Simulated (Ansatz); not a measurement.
**Does TiPbO3 in P4mm form from PbO and TiO2?**

Plane-wave DFT in Ansatz with scalar-relativistic PAW potentials, cutoff 420 eV, Γ-centred meshes chosen by cell and gap, Gaussian smearing with energies taken to zero width. Every cell was relaxed (cell and atoms) in a run of its own, within the symmetry of its start. Functional: PBE.

The ternary relaxed to P4mm, 5 atoms in the computed cell, a = 3.839 Å, c = 4.779 Å; sites (symmetry × multiplicity) Ti 4mm × 1, Pb 4mm × 1, O 2mm. × 2 + 4mm × 1.

Total energies hold large constants for each element; a whole number of eV per atom of each element is taken off below, which cancels in a balanced reaction.

```tsv
compound	lowest structure computed	structures tried	V (Å³/atom)	gap on mesh (eV)	E (eV per formula unit, common shift removed)
TiPbO3	P4mm	2	14.09	1.97	-11.5568
PbO	P4/nmm	8	22.87	1.77	-2.5736
TiO2	I4_1/amd	8	11.66	2.14	-8.7499
```

Balance the reaction and work out its energy at 0 K.

The balance is PbO + TiO2 → TiPbO3. ΔE = -0.233 eV per formula unit, -47 meV/atom, and the volume changes by -12.7 %. The ternary lies below these binaries, so it can form from them; whether it is stable also hangs on other ternaries and on other oxidation states, which this balance leaves out. Against the elements it is bound by 2.31 eV/atom, 50 times the size of this reaction energy: most of the binding is already in the binaries, and stability is decided by the small rest. A lower form of a binary that wasn't tried would raise the value, and a lower form of the ternary would lower it.

Spin-orbit coupling is left out, which matters for the bands of heavy elements. Each cell of PbO holds layers, and where no dispersion correction was added their binding is poorly described. For Tl, Pb and Bi spin-orbit coupling shifts energies too.